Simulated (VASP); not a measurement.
# EuS (Fm-3m) in VASP: a series of runs, part 2 of 2

VASP 6.6.1. The steps go on from the part before.

## 3. Band structure, BLYP, collinear spin, ferromagnetic start

The input, INCAR:

```
SYSTEM = EuS
AGGAC = 1.0
AGGAX = 1.0
ALDAC = 0.0
ALDAX = 1.0
ALGO = Normal
EDIFF = 1E-6
ENCUT = 520
GGA = B5
ISIF = 2
ISMEAR = -1
ISPIN = 2
LASPH = .TRUE.
LCHARG = .FALSE.
LMAXMIX = 6
LORBIT = 11
LREAL = .FALSE.
LWAVE = .FALSE.
MAGMOM = 7 0
NBANDS = 22
NELM = 100
PREC = Accurate
SIGMA = 0.05
```

The input, KPOINTS:

```
k-points
0
G
  8 8 8
  0 0 0
```

The input, POSCAR:

```
EuS
1.0
    0.0000000000      2.9785000000      2.9785000000
    2.9785000000      0.0000000000      2.9785000000
    2.9785000000      2.9785000000      0.0000000000
Eu S
1 1
Direct
    0.0000000000      0.0000000000      0.0000000000
    0.5000000000      0.5000000000      0.5000000000
```

The input, KPOINTS_OPT:

```
path GXWKGLUWLK,UX
20
line-mode
reciprocal
 0.0000000000  0.0000000000  0.0000000000  G
 0.5000000000  0.0000000000  0.5000000000  X

 0.5000000000  0.0000000000  0.5000000000  X
 0.5000000000  0.2500000000  0.7500000000  W

 0.5000000000  0.2500000000  0.7500000000  W
 0.3750000000  0.3750000000  0.7500000000  K

 0.3750000000  0.3750000000  0.7500000000  K
 0.0000000000  0.0000000000  0.0000000000  G

 0.0000000000  0.0000000000  0.0000000000  G
 0.5000000000  0.5000000000  0.5000000000  L

 0.5000000000  0.5000000000  0.5000000000  L
 0.6250000000  0.2500000000  0.6250000000  U

 0.6250000000  0.2500000000  0.6250000000  U
 0.5000000000  0.2500000000  0.7500000000  W

 0.5000000000  0.2500000000  0.7500000000  W
 0.5000000000  0.5000000000  0.5000000000  L

 0.5000000000  0.5000000000  0.5000000000  L
 0.3750000000  0.3750000000  0.7500000000  K

 0.6250000000  0.2500000000  0.6250000000  U
 0.5000000000  0.0000000000  0.5000000000  X
```

Potentials or basis: VASP PAW PBE potentials, release 64 (Eu, S).

On the command line:

```sh
$ cat potpaw_PBE.64/Eu/POTCAR potpaw_PBE.64/S/POTCAR > POTCAR
$ mpirun -np 1 vasp_std > vasp.out
```

OUTCAR:

```text
SYSTEM = EuS
   EDIFF = 1E-6
   ENCUT = 520
   GGA = B5
   ISIF = 2
   ISMEAR = -1
   ISPIN = 2
   LASPH = .TRUE.
   LORBIT = 11
   LREAL = .FALSE.
   NELM = 100
   PREC = Accurate

 ion  position               nearest neighbor table
   1  0.000  0.000  0.000-   2 2.98   2 2.98   2 2.98   2 2.98   2 2.98   2 2.98
   2  0.500  0.500  0.500-   1 2.98   1 2.98   1 2.98   1 2.98   1 2.98   1 2.98

  LATTYP: Found a face centered cubic cell.
 ALAT       =     5.9570000000

  Lattice vectors:

 A1 = (   0.0000000000,   2.9785000000,   2.9785000000)
 A2 = (   2.9785000000,   0.0000000000,   2.9785000000)
 A3 = (   2.9785000000,   2.9785000000,   0.0000000000)

Analysis of symmetry for initial positions (statically):
=====================================================================
 Subroutine PRICEL returns:
 Original cell was already a primitive cell.

 Routine SETGRP: Setting up the symmetry group for a
 face centered cubic supercell.

 Subroutine GETGRP returns: Found 48 space group operations
 (whereof 48 operations were pure point group operations)
 out of a pool of 48 trial point group operations.

The static configuration has the point symmetry O_h .

Analysis of symmetry for dynamics (positions and initial velocities):
=====================================================================
 Subroutine PRICEL returns:
 Original cell was already a primitive cell.

 Routine SETGRP: Setting up the symmetry group for a
 face centered cubic supercell.

 Subroutine GETGRP returns: Found 48 space group operations
 (whereof 48 operations were pure point group operations)
 out of a pool of 48 trial point group operations.

The dynamic configuration has the point symmetry O_h .

Analysis of structural, dynamic, and magnetic symmetry:
=====================================================================
 Subroutine PRICEL returns:
 Original cell was already a primitive cell.

 Routine SETGRP: Setting up the symmetry group for a
[... 149 lines left out ...]
  ---------------------------------------------------
  free energy    TOTEN  =       -18.58908779 eV

  energy without entropy =      -18.57929701  energy(sigma->0) =      -18.58419240

 E-fermi :   4.8142     XC(G=0):  -9.0932

 val. band max:        4.7926638639   @ k =   0.3750   0.3750   0.0000
 cond. band min:       4.8392832210   @ k =   0.0000   0.0000   0.0000
 fundamental gap:      0.0466193571
 Fermi energy:         4.8142425868

 spin component 1

 k-point     1 :       0.0000    0.0000    0.0000
  band No.  band energies     occupation
      1     -36.5867      1.00000
      2     -15.4403      1.00000
      3     -15.4403      1.00000
      4     -15.4403      1.00000
      5      -8.7193      1.00000
      6       1.9597      1.00000
[... 589 lines left out ...]
     21      11.0092      0.00000
     22      11.8427      0.00000

 [... further k-points ...]

 spin component 2

 k-point     1 :       0.0000    0.0000    0.0000
  band No.  band energies     occupation
      1     -33.6850      1.00000
      2     -13.3150      1.00000
      3     -13.3150      1.00000
      4     -13.3150      1.00000
      5      -8.7169      1.00000
      6       2.1062      1.00000
[... 589 lines left out ...]
     21      11.8731      0.00000
     22      12.6091      0.00000

 [... further k-points ...]

------------------------ aborting loop because EDIFF is reached ----------------------------------------

  FORCE on cell =-STRESS in cart. coord.  units (eV):
  Direction    XX          YY          ZZ          XY          YZ          ZX
  --------------------------------------------------------------------------------------
  -------------------------------------------------------------------------------------
  Total        0.1712895      0.1712895      0.1712895      0.0000000      0.0000000     -0.0000000
  in kB        5.1930031      5.1930031      5.1930031      0.0000000      0.0000000     -0.0000000
  external PRESSURE =       5.1930031 kB  Pullay stress =       0.0000000 kB

 VOLUME and BASIS-vectors are now :
 -----------------------------------------------------------------------------
  energy-cutoff  :      520.00
  volume of cell :       52.85
      direct lattice vectors                 reciprocal lattice vectors
     0.000000000  2.978500000  2.978500000    -0.167869733  0.167869733  0.167869733
     2.978500000  0.000000000  2.978500000     0.167869733 -0.167869733  0.167869733
     2.978500000  2.978500000  0.000000000     0.167869733  0.167869733 -0.167869733

 POSITION                                       TOTAL-FORCE (eV/Angst)
 -----------------------------------------------------------------------------------
      0.00000      0.00000      0.00000         0.000000     -0.000000      0.000000
      2.97850      2.97850      2.97850        -0.000000      0.000000     -0.000000
 -----------------------------------------------------------------------------------
    total drift:                                0.000000     -0.000000     -0.000000

  FREE ENERGIE OF THE ION-ELECTRON SYSTEM (eV)
  ---------------------------------------------------
  free  energy   TOTEN  =       -18.5890877865 eV

  energy  without entropy=      -18.5792970077  energy(sigma->0) =      -18.58419240

 total charge

# of ion       s       p       d       f       tot
--------------------------------------------------
    1        2.026   5.746   0.307   6.677  14.756
    2        1.326   2.460   0.000   0.000   3.786
--------------------------------------------------
tot          3.352   8.206   0.307   6.677  18.542

 magnetization (x)

# of ion       s       p       d       f       tot
--------------------------------------------------
    1       -0.014  -0.105   0.083   6.646   6.610
    2       -0.005  -0.048   0.000   0.000  -0.053
--------------------------------------------------
tot         -0.019  -0.152   0.083   6.646   6.558
```

OSZICAR:

```text
N       E                     dE             d eps       ncg     rms          rms(c)
DAV:   1     0.141687941321E+03    0.14169E+03   -0.87500E+03  3604   0.440E+03
DAV:   2     0.596655514771E+01   -0.13572E+03   -0.12024E+03  3548   0.375E+02
DAV:   3    -0.140980708548E+02   -0.20065E+02   -0.19662E+02  3712   0.108E+02
DAV:   4    -0.164873546053E+02   -0.23893E+01   -0.23754E+01  4854   0.240E+01
DAV:   5    -0.165891418995E+02   -0.10179E+00   -0.10167E+00  4252   0.682E+00    0.299E+01
DAV:   6    -0.199708234450E+02   -0.33817E+01   -0.35511E+00  3316   0.219E+01    0.190E+01
DAV:   7    -0.186941614460E+02    0.12767E+01   -0.34398E+00  3576   0.306E+01    0.113E+01
DAV:   8    -0.186269944560E+02    0.67167E-01   -0.19594E+00  3208   0.220E+01    0.869E+00
DAV:   9    -0.185977916042E+02    0.29203E-01   -0.17319E-01  4314   0.607E+00    0.335E+00
DAV:  10    -0.185891867232E+02    0.86049E-02   -0.81015E-02  3828   0.470E+00    0.300E+00
[... 75 further cycles ...]
DAV:   2    -0.681384384298E+03   -0.33735E+04     3302
DAV:   3    -0.115201625623E+04   -0.47063E+03     3624
DAV:   4    -0.118765297132E+04   -0.35637E+02     4136
DAV:   5    -0.119003348662E+04   -0.23805E+01     4014
DAV:   6    -0.119021199310E+04   -0.17851E+00     3550
DAV:   7    -0.119022424981E+04   -0.12257E-01     3750
DAV:   8    -0.119022490967E+04   -0.65986E-03     3508
DAV:   9    -0.119022496367E+04   -0.53993E-04     3424
DAV:  10    -0.119022496723E+04   -0.35629E-05     2092
DAV:  11    -0.119022496749E+04   -0.26277E-06     1678
```

Wall time 4.8 min (1 thread of AMD EPYC 9R45 (Zen 5), shared host); peak memory 0.23 GiB.

What came out:

| Property | Result |
| --- | --- |
| Free energy | -18.5891 eV |
| Pressure | 0.5 GPa |
| Band gap along the path | none (metal or under the smearing width) |
| Net moment | 6.97 μB per cell |
| Site moments | Eu +6.61; S -0.05 μB |
| Valence electrons inside the program's atomic spheres | Eu 14.76; S 3.79 |

Caveat: the PAW data sets were made with another functional, which shifts forces and pressure a little; spin-orbit coupling is left out, which moves the levels of the heavy elements; a cell with one magnetic atom can't hold antiferromagnetic order, which such compounds often take; without U or exact exchange the open f shell lies at the Fermi level, which spoils levels, moments and volumes.

## 4. Band structure, PW91, collinear spin, ferromagnetic start

POSCAR is that of step 3.

The input, INCAR.step1:

```
PREC = Accurate ; ENCUT = 520
EDIFF = 1E-6 ; ISMEAR = -1
SIGMA = 0.05 ; LREAL = False
LASPH = True ; NELM = 120
ALGO = Fast ; ISIF = 2
LWAVE = False ; LCHARG = True
ISPIN = 2 ; MAGMOM = 7 0
LORBIT = 11 ; LMAXMIX = 6
GGA = 91
```

The input, KPOINTS.step1:

```
regular mesh
0
Gamma
  8 8 8
```

The input, INCAR.step2:

```
PREC = Accurate ; ENCUT = 520
EDIFF = 1E-6 ; ISMEAR = 0
SIGMA = 0.05 ; LREAL = False
LASPH = True ; NELM = 120
ALGO = Fast ; ISIF = 2
LWAVE = False ; LCHARG = False
ISPIN = 2 ; MAGMOM = 7 0
LORBIT = 11 ; LMAXMIX = 6
GGA = 91 ; ICHARG = 11
```

The input, KPOINTS.step2:

```
path GXWKGLUWLK,UX
20
line-mode
reciprocal
 0.0000000000  0.0000000000  0.0000000000  G
 0.5000000000  0.0000000000  0.5000000000  X

 0.5000000000  0.0000000000  0.5000000000  X
 0.5000000000  0.2500000000  0.7500000000  W

 0.5000000000  0.2500000000  0.7500000000  W
 0.3750000000  0.3750000000  0.7500000000  K

 0.3750000000  0.3750000000  0.7500000000  K
 0.0000000000  0.0000000000  0.0000000000  G

 0.0000000000  0.0000000000  0.0000000000  G
 0.5000000000  0.5000000000  0.5000000000  L

 0.5000000000  0.5000000000  0.5000000000  L
 0.6250000000  0.2500000000  0.6250000000  U

 0.6250000000  0.2500000000  0.6250000000  U
 0.5000000000  0.2500000000  0.7500000000  W

 0.5000000000  0.2500000000  0.7500000000  W
 0.5000000000  0.5000000000  0.5000000000  L

 0.5000000000  0.5000000000  0.5000000000  L
 0.3750000000  0.3750000000  0.7500000000  K

 0.6250000000  0.2500000000  0.6250000000  U
 0.5000000000  0.0000000000  0.5000000000  X
```

On the command line:

```sh
$ cat potpaw_PBE.64/Eu/POTCAR potpaw_PBE.64/S/POTCAR > POTCAR
$ cp INCAR.step1 INCAR
$ cp KPOINTS.step1 KPOINTS
$ mpirun -np 1 vasp_std > vasp.out
$ cp INCAR.step2 INCAR
$ cp KPOINTS.step2 KPOINTS
$ mpirun -np 1 vasp_std > vasp.out
```

Wall time 16 min (1 thread of AMD EPYC 9R45 (Zen 5), shared host); peak memory 0.43 GiB.

Results (log left out):

```
Band gap along the path : none (metal or under the smearing width)
Net moment              : 6.97 μB per cell
```

Levels at the corners of the path, in eV from the Fermi level:
Spin up:
```csv
point,band 13,band 14,band 15,band 16,band 17,band 18
Γ,0.03,0.03,0.03,0.84,1.07,1.07
X,-0.34,-0.30,-0.11,-0.11,3.06,3.24
X,-0.34,-0.30,-0.11,-0.11,3.06,3.28
W,-0.31,-0.30,-0.27,1.90,1.90,3.57
W,-0.31,-0.30,-0.27,1.90,1.91,3.57
K,-0.33,-0.30,-0.23,0.79,3.80,4.05
K,-0.33,-0.30,-0.23,0.79,3.68,4.07
Γ,0.03,0.03,0.03,0.84,1.07,1.59
Γ,0.03,0.03,0.03,0.85,1.06,1.07
L,-0.32,-0.29,-0.27,2.97,3.21,3.63
L,-0.32,-0.29,-0.27,2.97,3.21,3.63
U,-0.33,-0.30,-0.23,0.79,3.69,4.08
U,-0.33,-0.30,-0.23,0.79,3.78,4.14
W,-0.31,-0.30,-0.27,1.91,1.95,3.58
W,-0.31,-0.30,-0.27,1.90,1.94,3.60
L,-0.32,-0.29,-0.27,2.97,3.21,3.63
L,-0.32,-0.29,-0.27,2.97,3.21,3.63
K,-0.33,-0.30,-0.23,0.79,3.71,4.06
U,-0.33,-0.30,-0.23,0.79,3.73,4.06
X,-0.34,-0.30,-0.11,-0.11,3.06,3.24
```
Spin down:
```csv
point,band 6,band 7,band 8,band 9,band 10,band 11
Γ,-2.63,-2.63,-2.63,1.39,1.77,1.77
X,-3.76,-2.98,-2.98,-0.21,3.88,3.88
X,-3.76,-2.98,-2.98,-0.21,3.88,3.88
W,-3.97,-3.56,-3.56,2.15,2.15,4.03
W,-3.97,-3.56,-3.56,2.15,2.15,4.03
K,-3.96,-3.69,-3.38,1.07,3.61,3.96
K,-3.96,-3.69,-3.38,1.07,3.61,3.96
Γ,-2.63,-2.63,-2.63,1.39,1.77,1.77
Γ,-2.63,-2.63,-2.63,1.39,1.77,1.77
L,-5.15,-3.77,-3.77,2.78,3.89,3.89
L,-5.15,-3.77,-3.77,2.78,3.89,3.89
U,-3.96,-3.69,-3.38,1.07,3.61,3.96
U,-3.96,-3.69,-3.38,1.07,3.61,3.96
W,-3.97,-3.56,-3.56,2.15,2.15,4.03
W,-3.97,-3.56,-3.56,2.15,2.15,4.03
L,-5.15,-3.77,-3.77,2.78,3.89,3.89
L,-5.15,-3.77,-3.77,2.78,3.89,3.89
K,-3.96,-3.69,-3.38,1.07,3.61,3.96
U,-3.96,-3.69,-3.38,1.07,3.61,3.96
X,-3.76,-2.98,-2.98,-0.21,3.88,3.88
```

Caveat: the log is that of the step along the path at fixed density, whose energy, stress, charges and moments have no meaning; the PAW data sets were made with another functional, which shifts forces and pressure a little; spin-orbit coupling is left out, which moves the levels of the heavy elements; a cell with one magnetic atom can't hold antiferromagnetic order, which such compounds often take; without U or exact exchange the open f shell lies at the Fermi level, which spoils levels, moments and volumes.

## 5. Summary

| level | pressure (GPa) | moment (μB) |
| --- | --- | --- |
| revPBE | -1.0 | 6.99 |
| BLYP | 0.5 | 6.97 |
| PW91 | - | 6.97 |

Alike in all rows: task band structure; potentials or basis VASP PAW PBE potentials, release 64 (Eu, S); spin collinear, ferromagnetic start; cell as given; k mesh 8 × 8 × 8; cutoff (eV) 520; smearing fermi-dirac 0.05 eV.

Caveats: the PAW data sets were made with another functional, which shifts forces and pressure a little; spin-orbit coupling is left out, which moves the levels of the heavy elements; a cell with one magnetic atom can't hold antiferromagnetic order, which such compounds often take; without U or exact exchange the open f shell lies at the Fermi level, which spoils levels, moments and volumes.

Absolute energies hang on the potentials; compare differences alone.

## 6. Against experiment

Step 2. Against the measured gap of EuS, 1.72 eV (optical; 300 K; powder; “Crystal-field mediated electronic transitions of EuS up to 35 GPa”, 2022, pmc:8786971), the calculated 0.00 eV is off by -1.72 eV. So large a miss can be the level of theory's own, or it may mean another phase, state or a wrong row. Spin-orbit coupling on Eu is left out. The value is that of revPBE, without temperature or zero-point motion. Semilocal functionals fall short of measured gaps as a rule. The run's magnetic order (collinear spin, ferromagnetic start) needn't be the measured crystal's.

Step 3. Measured gap of EuS: 1.72 eV (optical; 300 K; powder; “Crystal-field mediated electronic transitions of EuS up to 35 GPa”, 2022, pmc:8786971). This calculation gives 0.00 eV (-1.72 eV). So large a miss can be the level of theory's own, or it may mean another phase, state or a wrong row. Spin-orbit coupling on Eu is left out. The value is that of BLYP, without temperature or zero-point motion. Semilocal functionals fall short of measured gaps as a rule. The run's magnetic order (collinear spin, ferromagnetic start) needn't be the measured crystal's.

Step 4. A measured gap of EuS is 1.72 eV (optical; 300 K; powder; “Crystal-field mediated electronic transitions of EuS up to 35 GPa”, 2022, pmc:8786971); the calculated 0.00 eV misses it by -1.72 eV. So large a miss can be the level of theory's own, or it may mean another phase, state or a wrong row. Spin-orbit coupling on Eu is left out. The value is that of PW91, without temperature or zero-point motion. Semilocal functionals fall short of measured gaps as a rule. The run's magnetic order (collinear spin, ferromagnetic start) needn't be the measured crystal's.
